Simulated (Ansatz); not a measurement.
**Pressure against volume: SnSe**

```yaml
crystal:
  lattice:
    - [0.00000, 3.01000, 3.01000]
    - [3.01000, 0.00000, 3.01000]
    - [3.01000, 3.01000, 0.00000]
  atoms:
    - { symbol: Sn, position: [0.00000, 0.00000, 0.00000] }
    - { symbol: Se, position: [0.50000, 0.50000, 0.50000] }
```

The cell is COD entry 9008725, as deposited and not checked against the literature; nothing was relaxed.

No spin–orbit coupling, which matters for the heavy atoms here.

Levels of theory: DFT, PBEsol, all-electron LAPW, scalar-relativistic (Ansatz 0.2.0); DFT, PBEsol, PAW with Ansatz's default frozen-core files, scalar-relativistic (Ansatz 0.2.0).

For LAPW: a Γ-centred 7×7×7 k mesh, Fermi–Dirac smearing of 0.01 eV, basis error target 0.5 meV/atom, no spin polarisation. PAW takes a cutoff of 420 eV at this cell (files made with PBE, cores remade for this functional). The Ansatz runs share mesh, smearing and spin set-up. Plane-wave (PAW) pressures include the program's estimate of the Pulay term.

The cell above is scaled evenly, with fractional coordinates and shape held.

```json
{"V/V(cell)": "0.9400", "V (Å³/atom)": "25.635", "P, LAPW (GPa)": "1.49", "P, PAW (GPa)": "1.49"}
{"V/V(cell)": "0.9600", "V (Å³/atom)": "26.180", "P, LAPW (GPa)": "0.24", "P, PAW (GPa)": "0.24"}
{"V/V(cell)": "0.9800", "V (Å³/atom)": "26.725", "P, LAPW (GPa)": "-0.89", "P, PAW (GPa)": "-0.89"}
{"V/V(cell)": "0.9900", "V (Å³/atom)": "26.998", "P, LAPW (GPa)": "-1.40", "P, PAW (GPa)": "-1.40"}
{"V/V(cell)": "1.0000", "V (Å³/atom)": "27.271", "P, LAPW (GPa)": "-1.89", "P, PAW (GPa)": "-1.89"}
{"V/V(cell)": "1.0100", "V (Å³/atom)": "27.544", "P, LAPW (GPa)": "-2.36", "P, PAW (GPa)": "-2.36"}
{"V/V(cell)": "1.0200", "V (Å³/atom)": "27.816", "P, LAPW (GPa)": "-2.80", "P, PAW (GPa)": "-2.80"}
{"V/V(cell)": "1.0400", "V (Å³/atom)": "28.362", "P, LAPW (GPa)": "-3.60", "P, PAW (GPa)": "-3.60"}
{"V/V(cell)": "1.0600", "V (Å³/atom)": "28.907", "P, LAPW (GPa)": "-4.33", "P, PAW (GPa)": "-4.33"}
```

(1) What do Birch–Murnaghan fits to the pressures give?

## Answers

(1) LAPW: V0 = 26.29 Å³/atom, B0 = 56 GPa, B0′ = 4.3; PAW: V0 = 26.29 Å³/atom, B0 = 56 GPa, B0′ = 4.3.
